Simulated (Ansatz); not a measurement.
Field gradients at the nuclei in W

The cell is a COD entry, ions relaxed with PBE at fixed cell.

```xyz
8
Lattice="5.0830 0.0000 0.0000 0.0000 5.0830 0.0000 0.0000 0.0000 5.0830" Properties=species:S:1:pos:R:3 pbc="T T T"
W     0.0000    0.0000    0.0000
W     2.5415    2.5415    2.5415
W     0.0000    2.5415    1.2708
W     0.0000    2.5415    3.8123
W     1.2708    0.0000    2.5415
W     3.8123    0.0000    2.5415
W     2.5415    3.8123    0.0000
W     2.5415    1.2708    0.0000
```

Atom numbers follow the list; atoms alike are taken as one site, whose name carries the number of the first.

Method: Kohn–Sham DFT in Ansatz, PBE, plane waves and PAW, with spin–orbit coupling, 420 eV cutoff, Γ-centred 9×9×9 k-points, Fermi–Dirac smearing 0.05 eV.

V_zz is the principal component of the electric field gradient with the largest magnitude, η = (V_xx − V_yy)/V_zz and C_Q = eQV_zz/h. Directions are in the Cartesian axes of the cell vectors above, for the atom listed; none is given where the gradient is under 0.02 or η is above 0.95.

Q: What field gradients does the calculation give at each kind of site?

A: 

```tsv
site	first atom	first shell	V_zz (10²¹ V/m²)	η	direction of V_zz (x, y, z)
W1	1	12 W at 2.84 Å	0.00	–	–
W3	3	14 W at 2.54–3.11 Å	-9.13	0.00	0.00 0.00 1.00
```

An axis of threefold or higher order runs through W3, so V_zz lies along it and η is zero. W1 sits on a cubic site, where every gradient vanishes.

The run finds no gap above 0.1 eV (a metal, or nearly one), so the gradients can move by 10 % or more with the k-mesh.
